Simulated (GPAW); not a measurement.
Set up this calculation in GPAW 26.7.0, as an ASE script.

- Task: equation of state
- Functional: WC
- Potentials or basis: PAW data sets generated in the run's folder for this functional
- Cutoff: 600 eV
- Basis: pw
- k mesh: 8 × 8 × 8
- Occupations: fermi-dirac, width 0.05 eV
- Spin: no spin polarisation
- Maxiter: 150
- Eos scales: [0.94, 0.96, 0.98, 1.0, 1.02, 1.04, 1.06]

The structure of GaAs lies in GaAs.xyz:

```xyz
2
Lattice="0.0000000000 2.8268500000 2.8268500000 2.8268500000 0.0000000000 2.8268500000 2.8268500000 2.8268500000 0.0000000000" Properties=species:S:1:pos:R:3 pbc="T T T"
As     4.2402750000      4.2402750000      4.2402750000
Ga     0.0000000000      0.0000000000      0.0000000000
```

One way to write it, as run:

run.py

```python
from ase.eos import EquationOfState
from ase.io import Trajectory, read
from ase.units import GPa
from gpaw import GPAW, PW, setup_paths

setup_paths.insert(0, '.')

atoms = read('GaAs.xyz')

traj = Trajectory('eos.traj', 'w')
volumes, energies = [], []
for x in [0.94, 0.96, 0.98, 1.0, 1.02, 1.04, 1.06]:
    a = atoms.copy()
    a.set_cell(atoms.cell * x**(1 / 3), scale_atoms=True)
    calc = GPAW(mode=PW(600),
                xc='WC',
                kpts={'size': (8, 8, 8), 'gamma': True},
                occupations={'name': 'fermi-dirac', 'width': 0.05},
                nbands=11,
                convergence={'density': 1e-05, 'energy': 1e-05},
                maxiter=150,
                txt=f'eos-{x:.2f}.txt')
    a.calc = calc
    energies.append(a.get_potential_energy(force_consistent=True))
    volumes.append(a.get_volume())
    p = -a.get_stress()[:3].mean() / GPa
    calc.write(f'eos-{x:.2f}.gpw')
    traj.write(a)
    print(f'{x:.2f} {volumes[-1]:10.4f} A^3 {energies[-1]:14.6f} eV {p:9.3f} GPa', flush=True)

v0, e0, B = EquationOfState(volumes, energies, eos='birchmurnaghan').fit()
print(f'V0 = {v0:.4f} A^3, E0 = {e0:.6f} eV, B0 = {B / GPa:.2f} GPa')
```

Potentials or basis: PAW data sets generated in the run's folder for this functional, pw.

Launch:

```bash
$ gpaw-setup -f WC As Ga
$ OMP_NUM_THREADS=1 python run.py
```

It gave:

```yaml
Equilibrium_volume: 22.99 Å³/atom
Bulk_modulus: 71 GPa
Pressure_derivative_of_the_bulk_modulus: 5.0
```

Wall time 50 s on 1 thread of AMD EPYC 7B13 (Zen 3) (shared host), peak memory 0.21 GiB.
